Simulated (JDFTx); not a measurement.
**Hf: equation of state with LDA**

Hf:

```
Hf
1.0
     3.19670    0.00000    0.00000
    -1.59835    2.76842    0.00000
     0.00000    0.00000    5.05780
Hf
2
Direct
  0.66667 0.33333 0.75000
  0.33333 0.66667 0.25000
```

```yaml
Program: JDFTx 1.7.0 (patched build)
Task: equation of state
Functional: LDA
Potentials_or_basis: PseudoDojo-SR-LDA-0.4.1-standard
Cutoff: 789 eV
Density_cutoff: 6313 eV
k_mesh: 10 × 10 × 5
Occupations: fermi-dirac, width 0.05 eV
Spin: no spin polarisation
```

The equilibrium volume is 20.56 Å³/atom (rough: see the caveat) and the bulk modulus at fixed shape and positions is 121 GPa (rough).

Energy against volume, from the lowest point:
| volume (Å³/atom) | energy (meV/atom) |
| --- | --- |
| 21.037 | 0.00 |
| 21.485 | 10.65 |
| 21.933 | 27.33 |
| 22.380 | 49.49 |
| 22.828 | 76.64 |
| 23.276 | 108.31 |
| 23.723 | 144.10 |

Caveat: the minimum lies outside the volumes run; the cell was scaled at fixed shape and fractional positions, which overstates the stiffness of a crystal with free parameters, most of all of layers and chains. The run has no spin-orbit coupling, so splittings on Hf are missing.
